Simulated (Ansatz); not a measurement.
# NaH: band gap under strain

How does strain move the band edges of NaH built on the rocksalt prototype, and do the functionals agree on it? States: +5.2 % strain along [111] alone; +5.8 % biaxial strain in x and y, z held; -3.1 % biaxial strain in x and y, free along z.

Code: Ansatz 0.2.0. PAW datasets, plane waves. The values are computed, spin-unpolarised, and not measurements.

## (1) The structure to begin with

The unstrained cell was relaxed with r2SCAN; in each strained cell the atoms were relaxed again with r2SCAN. Names of k-points are those of the unstrained zone, where strain can split equivalent points. First state: +5.2 % strain along [111] alone.

It is trigonal, R-3m (No. 166); a = 3.391 Å, c = 8.741 Å in the conventional setting, 14.50 Å³ an atom. Na has 6 H at 2.44 Å; H has 6 Na at 2.44 Å.

As a file:

Space group R-3m:H (No. 166). a = 3.391 Å, b = 3.391 Å, c = 8.741 Å, α = 90.00°, β = 90.00°, γ = 120.00°
```tsv
atom	site	symmetry	x	y	z
Na	3a	-3m	0.0000	0.0000	0.0000
H	3b	-3m	0.6667	0.3333	0.8333
```

## (2) +5.2 % strain along [111] alone: PBE

The input, input.yaml:

```yaml
crystal:
  lattice:
    - [0.0839129301, 2.4814252199, 2.4814252199]
    - [2.4814252199, 0.0839129301, 2.4814252199]
    - [2.4814252199, 2.4814252199, 0.0839129301]
  atoms:
    - { symbol: Na, position: [0.0, 0.0, 0.0] }
    - { symbol: H, position: [0.5, 0.5, 0.5] }
kpoints:
  mp_grid: { grid: [10, 10, 10] }
  band_path:
    path:
      - [0.0, 0.0, 0.0]
      - [0.5, 0.0, 0.5]
      - [0.625, 0.25, 0.625]
      - [0.375, 0.375, 0.75]
      - [0.5, 0.5, 0.5]
      - [0.5, 0.25, 0.75]
    npoints: 1
hamiltonian:
  xc: pbe
scf:
  occupations: { method: fermi_dirac, width: 0.02 }
  n_extra_bands: 4
output:
  forces: true
  stress: true
  eigenvalues: true
  write_density: true
  write_potential: true
  elf: true
  volumetric_format: npy
```

Started as:

```bash
$ ansatz run input.yaml --threads 4 --pin off --max-ram 3686MiB --backend cpu --events-out ev --progress --plain --runs-dir out
```

The runs that follow: +5.2 % strain along [111] alone: r2SCAN; +5.2 % strain along [111] alone: HSE06; +5.8 % biaxial strain in x and y, z held: PBE; +5.8 % biaxial strain in x and y, z held: r2SCAN; +5.8 % biaxial strain in x and y, z held: HSE06; -3.1 % biaxial strain in x and y, free along z: PBE; -3.1 % biaxial strain in x and y, free along z: r2SCAN; -3.1 % biaxial strain in x and y, free along z: HSE06.

What does the calculation give?

The runs gave:

Least gap in eV (negative: overlap):

```
                                         state   PBE  r2SCAN  HSE06
               +5.2 % strain along [111] alone  3.40    3.99   4.43
      +5.8 % biaxial strain in x and y, z held  3.58    4.17   4.58
-3.1 % biaxial strain in x and y, free along z  3.86    4.47   4.95
```

In words: Where both were run, the HSE06 gap lies +1.00 to +1.09 eV from PBE's, each on its own k points. In PBE the gap is least under +5.2 % strain along [111] alone (3.40 eV) and largest under -3.1 % biaxial strain in x and y, free along z (3.86 eV).
